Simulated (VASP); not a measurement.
# CaS (Fm-3m) in VASP: a series of runs

Runs on CaS. Level: PBEsol. Tasks: single point.

Everything below comes from runs of VASP 6.6.1. Logs are shortened: lines on timing, memory, paths and dates and some standing lists are left out, and cuts for length are marked.

### 1 The crystal as given

The structure is cubic, space group Fm-3m (No. 225). Conventional cell: a = 5.686 Å, b = 5.686 Å, c = 5.686 Å, α = 90.00°, β = 90.00°, γ = 90.00°. Ca (site symmetry m-3m) is surrounded by 6 S at 2.84 Å. S (site symmetry m-3m) is surrounded by 6 Ca at 2.84 Å.

### 2 Single point, PBEsol

Contents of INCAR:

```
PREC = Accurate ; ENCUT = 520
EDIFF = 1E-6 ; ISMEAR = 0
SIGMA = 0.05 ; LREAL = False
LASPH = True ; NELM = 100
ALGO = Fast ; ISIF = 2
LWAVE = False ; LCHARG = True
GGA = PS ; LELF = True
LVHAR = True ; NBANDS = 15
```

Contents of KPOINTS:

```
regular mesh
0
Gamma
  8 8 8
```

Contents of POSCAR:

```
CaS
1.0
    0.0000000000      2.8430000000      2.8430000000
    2.8430000000      0.0000000000      2.8430000000
    2.8430000000      2.8430000000      0.0000000000
Ca S
1 1
Direct
    0.0000000000      0.0000000000      0.0000000000
    0.5000000000      0.5000000000      0.5000000000
```

Potentials or basis: VASP PAW PBE potentials, release 64 (Ca_sv, S).

Started as:

```
> cat potpaw_PBE.64/Ca_sv/POTCAR potpaw_PBE.64/S/POTCAR > POTCAR
> mpirun -np 1 vasp_std > vasp.out
```

OUTCAR:

```text
PREC = Accurate
   ENCUT = 520
   EDIFF = 1E-6
   ISMEAR = 0
   LREAL = False
   LASPH = True
   NELM = 100
   ISIF = 2
   GGA = PS

 ion  position               nearest neighbor table
   1  0.000  0.000  0.000-   2 2.84   2 2.84   2 2.84   2 2.84   2 2.84   2 2.84
   2  0.500  0.500  0.500-   1 2.84   1 2.84   1 2.84   1 2.84   1 2.84   1 2.84

  LATTYP: Found a face centered cubic cell.
 ALAT       =     5.6860000000

  Lattice vectors:

 A1 = (   0.0000000000,   2.8430000000,   2.8430000000)
 A2 = (   2.8430000000,   0.0000000000,   2.8430000000)
 A3 = (   2.8430000000,   2.8430000000,   0.0000000000)

Analysis of symmetry for initial positions (statically):
=====================================================================
 Subroutine PRICEL returns:
 Original cell was already a primitive cell.

 Routine SETGRP: Setting up the symmetry group for a
 face centered cubic supercell.

 Subroutine GETGRP returns: Found 48 space group operations
 (whereof 48 operations were pure point group operations)
 out of a pool of 48 trial point group operations.

The static configuration has the point symmetry O_h .

Analysis of symmetry for dynamics (positions and initial velocities):
=====================================================================
 Subroutine PRICEL returns:
 Original cell was already a primitive cell.

 Routine SETGRP: Setting up the symmetry group for a
 face centered cubic supercell.

 Subroutine GETGRP returns: Found 48 space group operations
 (whereof 48 operations were pure point group operations)
 out of a pool of 48 trial point group operations.

The dynamic configuration has the point symmetry O_h .

 Subroutine INISYM returns: Found 48 space group operations
 (whereof 48 operations are pure point group operations),
 and found     1 'primitive' translations

----------------------------------------------------------------------------------------

                                     Primitive cell

  volume of cell :      45.9579

  direct lattice vectors                    reciprocal lattice vectors
     0.000000000  2.843000000  2.843000000    -0.175870559  0.175870559  0.175870559
     2.843000000  0.000000000  2.843000000     0.175870559 -0.175870559  0.175870559
     2.843000000  2.843000000  0.000000000     0.175870559  0.175870559 -0.175870559

  length of vectors
     4.020609158  4.020609158  4.020609158     0.304616744  0.304616744  0.304616744

  position of ions in fractional coordinates (direct lattice)
     0.000000000  0.000000000  0.000000000
     0.500000000  0.500000000  0.500000000

  ion indices of the primitive-cell ions
   primitive index   ion index
                 1           1
                 2           2

----------------------------------------------------------------------------------------

 KPOINTS: regular mesh

Automatic generation of k-mesh.
 Grid dimensions read from file:
 generate k-points for:    8    8    8

 Generating k-lattice:

  Cartesian coordinates                     Fractional coordinates (reciprocal lattice)
    -0.021983820  0.021983820  0.021983820     0.125000000  0.000000000  0.000000000
     0.021983820 -0.021983820  0.021983820     0.000000000  0.125000000  0.000000000
     0.021983820  0.021983820 -0.021983820     0.000000000  0.000000000  0.125000000

  Length of vectors
     0.038077093  0.038077093  0.038077093

  Shift w.r.t. Gamma in fractional coordinates (k-lattice)
     0.000000000  0.000000000  0.000000000

 Subroutine IBZKPT returns following result:
 ===========================================

 Found     29 irreducible k-points:

 Following reciprocal coordinates:
            Coordinates               Weight
  0.000000  0.000000  0.000000      1.000000
  0.125000  0.000000  0.000000      8.000000
  0.250000  0.000000  0.000000      8.000000
  0.375000  0.000000  0.000000      8.000000
  0.500000  0.000000  0.000000      4.000000
  0.125000  0.125000  0.000000      6.000000
[... 16 lines left out ...]
  0.500000  0.250000  0.125000     48.000000
 -0.375000  0.250000  0.125000     24.000000
 [... further k-points ...]
   k-points           NKPTS =     29   k-points in BZ     NKDIM =     29   number of bands    NBANDS=     15
   number of dos      NEDOS =    301   number of ions     NIONS =      2
   total plane-waves  NPLWV =  27000
   dimension x,y,z NGX =    30 NGY =   30 NGZ =   30
   dimension x,y,z NGXF=    60 NGYF=   60 NGZF=   60
   ions per type =               1   1
   NGX,Y,Z   is equivalent  to a cutoff of  12.40, 12.40, 12.40 a.u.
   NGXF,Y,Z  is equivalent  to a cutoff of  24.81, 24.81, 24.81 a.u.
 SYSTEM =  unknown system
   PREC   = accura    normal or accurate (medium, high low for compatibility)
   ISTART =      0    job   : 0-new  1-cont  2-samecut
   ICHARG =      2    charge: 1-file 2-atom 10-const
   ISPIN  =      1    spin polarized calculation?
   LNONCOLLINEAR =      F non collinear calculations
   LSORBIT =      F    spin-orbit coupling
   LASPH  =      T    aspherical Exc in radial PAW
   ENCUT  =  520.0 eV  38.22 Ry    6.18 a.u.   7.48  7.48  7.48*2*pi/ulx,y,z
   NELM   =    100;   NELMIN=  2; NELMDL= -5     # of ELM steps
   EDIFF  = 0.1E-05   stopping-criterion for ELM
   LREAL  =      F    real-space projection
   EDIFFG = 0.1E-04   stopping-criterion for IOM
   NSW    =      0    number of steps for IOM
   IBRION =     -1    ionic relax: 0-MD 1-quasi-New 2-CG
   NFREE  =      0    steps in history (QN), initial steepest desc. (CG)
   ISIF   =      2    stress and relaxation
   ISYM   =      2    0-nonsym 1-usesym 2-fastsym
   POTIM  = 0.5000    time-step for ionic-motion
   TEBEG  =    0.0;   TEEND  =   0.0 temperature during run
   PSTRESS=    0.0 pullay stress
   NELECT =      16.0000    total number of electrons
   NUPDOWN=      -1.0000    fix difference up-down
   EMIN   =  10.00;   EMAX   =-10.00  energy-range for DOS
   EFERMI =   0.00;   METHOD = LEGACY
   ISMEAR =     0;   SIGMA  =   0.05  broadening in eV -4-tet -1-fermi 0-gaus
   EFERMI_NEDOS =   21; number of points for ismear=-14 and -15
   IALGO  =     68    algorithm
   IMIX   =      4    mixing-type and parameters
     AMIX     =   0.40;   BMIX     =  1.00
     AMIX_MAG =   1.60;   BMIX_MAG =  1.00
  volume/ion in A,a.u.               =      22.98       155.07
  Fermi-wavevector in a.u.,A,eV,Ry     =   1.151670  2.176340 18.045996  1.326343
  Thomas-Fermi vector in A             =   2.288326
   LORBIT       =      0    0 simple, 1 ext, 2 COOP (PROOUT), +10 PAW based schemes
   GGA     = PS    functional components
   LHFCALC =     F    Hartree Fock is set to
   AEXX    =    0.0000 exact exchange contribution
   IVDW    =     0    specifies the selected vdW correction
   LEPSILON=     F    determine dielectric tensor
   LRPA    =     F    only Hartree local field effects (RPA)
 non-spin polarized calculation
 RMM-DIIS sequential band-by-band and
 Gauss-broadening in eV      SIGMA  =   0.05
  energy-cutoff  :      520.00
  volume of cell :       45.96
 maximum number of plane-waves:      1254
 NGX is ok and might be reduce to    30
   NGX = 15   NGY = 15   NGZ = 15

 number of electron      16.0000004 magnetization

 Free energy of the ion-electron system (eV)
  ---------------------------------------------------
  ext. energy  EPLUGINS =         0.00000000
  ---------------------------------------------------
  free energy    TOTEN  =       -10.91173991 eV

  energy without entropy =      -10.91173991  energy(sigma->0) =      -10.91173991

 E-fermi :   3.0411     XC(G=0):  -9.5265

 val. band max:        2.6824435547   @ k =   0.0000   0.0000   0.0000
 cond. band min:       4.9049724441   @ k =   0.5000   0.5000   0.0000
 fundamental gap:      2.2225288894
 Fermi energy:         3.0411448605

 k-point     1 :       0.0000    0.0000    0.0000
  band No.  band energies     occupation
      1     -36.2960      2.00000
      2     -17.3585      2.00000
      3     -17.3585      2.00000
      4     -17.3585      2.00000
      5      -8.6632      2.00000
      6       2.6824      2.00000
      7       2.6824      2.00000
      8       2.6824      2.00000
      9       6.6807      0.00000
     10       6.7684      0.00000
     11       6.7684      0.00000
     12       6.7684      0.00000
     13       7.4012      0.00000
     14       7.4012      0.00000
     15      13.3304      0.00000

 k-point     2 :       0.1250    0.0000    0.0000
  band No.  band energies     occupation
      1     -36.2942      2.00000
      2     -17.3855      2.00000
      3     -17.3606      2.00000
      4     -17.3606      2.00000
      5      -8.5516      2.00000
      6       1.9965      2.00000
      7       2.4496      2.00000
      8       2.4496      2.00000
      9       6.7428      0.00000
     10       7.0026      0.00000
     11       7.0026      0.00000
     12       7.4869      0.00000
     13       7.8178      0.00000
     14       7.8178      0.00000
     15      13.5406      0.00000

 k-point     3 :       0.2500    0.0000    0.0000
  band No.  band energies     occupation
      1     -36.2899      2.00000
      2     -17.4491      2.00000
      3     -17.3655      2.00000
      4     -17.3655      2.00000
      5      -8.2682      2.00000
      6       0.8030      2.00000
      7       1.9940      2.00000
      8       1.9940      2.00000
      9       6.8579      0.00000
     10       7.5956      0.00000
     11       7.5956      0.00000
     12       8.8500      0.00000
     13       8.8521      0.00000
     14       8.8521      0.00000
     15      12.9983      0.00000

 k-point     4 :       0.3750    0.0000    0.0000
  band No.  band energies     occupation
      1     -36.2856      2.00000
      2     -17.5110      2.00000
      3     -17.3704      2.00000
      4     -17.3704      2.00000
      5      -7.9593      2.00000
      6      -0.1381      2.00000
      7       1.6288      2.00000
      8       1.6288      2.00000
      9       7.2779      0.00000
     10       8.3868      0.00000
     11       8.3868      0.00000
     12       9.2083      0.00000
     13      10.0359      0.00000
     14      10.0359      0.00000
     15      12.5141      0.00000
[... 307 lines left out ...]
 k-point    22 :       0.3750    0.2500    0.1250
  band No.  band energies     occupation
      1     -36.2867      2.00000
      2     -17.4591      2.00000
      3     -17.3938      2.00000
      4     -17.3736      2.00000
      5      -8.1329      2.00000
      6       0.4764      2.00000
      7       1.8082      2.00000
      8       1.8089      2.00000
      9       6.3925      0.00000
     10       7.9312      0.00000
     11       8.3661      0.00000
     12       8.5050      0.00000
     13       9.0518      0.00000
     14      10.7349      0.00000
     15      12.2551      0.00000

 k-point    23 :       0.5000    0.2500    0.1250
  band No.  band energies     occupation
      1     -36.2833      2.00000
      2     -17.4900      2.00000
      3     -17.4078      2.00000
      4     -17.3814      2.00000
      5      -7.9415      2.00000
      6       0.1158      2.00000
      7       1.3362      2.00000
      8       1.5764      2.00000
      9       6.9082      0.00000
     10       8.4990      0.00000
     11       8.7997      0.00000
     12       8.9413      0.00000
     13       9.5428      0.00000
     14      11.0887      0.00000
     15      11.4428      0.00000

 k-point    24 :      -0.3750    0.2500    0.1250
  band No.  band energies     occupation
      1     -36.2819      2.00000
      2     -17.5032      2.00000
      3     -17.4112      2.00000
      4     -17.3863      2.00000
      5      -7.8595      2.00000
      6      -0.0193      2.00000
      7       1.1439      2.00000
      8       1.4861      2.00000
      9       7.5800      0.00000
     10       7.9231      0.00000
     11       9.1122      0.00000
     12       9.4156      0.00000
     13       9.7074      0.00000
     14      10.6460      0.00000
     15      11.9612      0.00000

 [... further k-points ...]
[... 5 lines left out ...]
  --------------------------------------------------------------------------------------
  -------------------------------------------------------------------------------------
  Total       -0.4186300     -0.4186300     -0.4186300      0.0000000      0.0000000      0.0000000
  in kB      -14.5942026    -14.5942026    -14.5942026      0.0000000      0.0000000      0.0000000
  external PRESSURE =     -14.5942026 kB  Pullay stress =       0.0000000 kB

 VOLUME and BASIS-vectors are now :
 -----------------------------------------------------------------------------
  energy-cutoff  :      520.00
  volume of cell :       45.96
      direct lattice vectors                 reciprocal lattice vectors
     0.000000000  2.843000000  2.843000000    -0.175870559  0.175870559  0.175870559
     2.843000000  0.000000000  2.843000000     0.175870559 -0.175870559  0.175870559
     2.843000000  2.843000000  0.000000000     0.175870559  0.175870559 -0.175870559

 POSITION                                       TOTAL-FORCE (eV/Angst)
 -----------------------------------------------------------------------------------
      0.00000      0.00000      0.00000        -0.000000      0.000000      0.000000
      2.84300      2.84300      2.84300         0.000000     -0.000000     -0.000000
 -----------------------------------------------------------------------------------
    total drift:                               -0.000000      0.000000      0.000000

  FREE ENERGIE OF THE ION-ELECTRON SYSTEM (eV)
  ---------------------------------------------------
  free  energy   TOTEN  =       -10.9117399147 eV

  energy  without entropy=      -10.9117399147  energy(sigma->0) =      -10.91173991
```

Run time: 18 s. Hardware: 1 thread of AMD EPYC 9R14 (Zen 4), shared host; peak memory 0.14 GiB.

Results:

```
Free energy            : -10.9117 eV
Pressure               : -1.5 GPa
Band gap on the k mesh : 2.22 eV, indirect (least direct gap 3.05 eV)
```

Levels at points of the mesh, in eV from the valence-band top:
```csv
k point,band 6,band 7,band 8,band 9,band 10,band 11
"(0.00, 0.00, 0.00)",0.00,0.00,0.00,4.00,4.09,4.09
"(0.50, 0.00, 0.00)",-3.18,-1.19,-1.19,5.06,6.03,6.18
"(0.50, 0.50, 0.00)",-2.33,-0.82,-0.82,2.22,5.59,5.91
```

Caveat: the PAW data sets were made with another functional, which shifts forces and pressure a little. PBEsol gaps usually lie below the measured ones, often by a third to a half.

### 3 Single point, PBEsol

Contents of INCAR:

```
SYSTEM = CaS
ALGO = Normal ; EDIFF = 1E-6
ENCUT = 520 ; GGA = PS
ISIF = 2 ; ISMEAR = 0
LASPH = .TRUE. ; LCHARG = .FALSE.
LREAL = .FALSE. ; LWAVE = .FALSE.
NBANDS = 15 ; NELM = 100
PREC = Accurate ; SIGMA = 0.05
```

Contents of KPOINTS:

```
k-points
0
G
  8 8 8
  0 0 0
```

POSCAR is that of step 2.

Potentials or basis: VASP PAW PBE potentials, release 64 (Ca_sv, S).

Started as:

```
> cat potpaw_PBE.64/Ca_sv/POTCAR potpaw_PBE.64/S/POTCAR > POTCAR
> mpirun -np 1 vasp_std > vasp.out
```

Wall time 12 s (1 thread of AMD EPYC 9R14 (Zen 4), shared host); peak memory 0.14 GiB.

Results (log left out):

| Item | Value |
| --- | --- |
| Free energy | -10.9117 eV |
| Pressure | -1.5 GPa |
| Band gap on the k mesh | 2.22 eV, indirect (least direct gap 3.05 eV) |

Levels at points of the mesh, in eV from the valence-band top:
| k point | band 6 | band 7 | band 8 | band 9 | band 10 | band 11 |
| --- | --- | --- | --- | --- | --- | --- |
| (0.00, 0.00, 0.00) | 0.00 | 0.00 | 0.00 | 4.00 | 4.09 | 4.09 |
| (0.50, 0.00, 0.00) | -3.18 | -1.19 | -1.19 | 5.06 | 6.03 | 6.18 |
| (0.50, 0.50, 0.00) | -2.33 | -0.82 | -0.82 | 2.22 | 5.59 | 5.91 |

Caveat: the PAW data sets were made with another functional, which shifts forces and pressure a little.
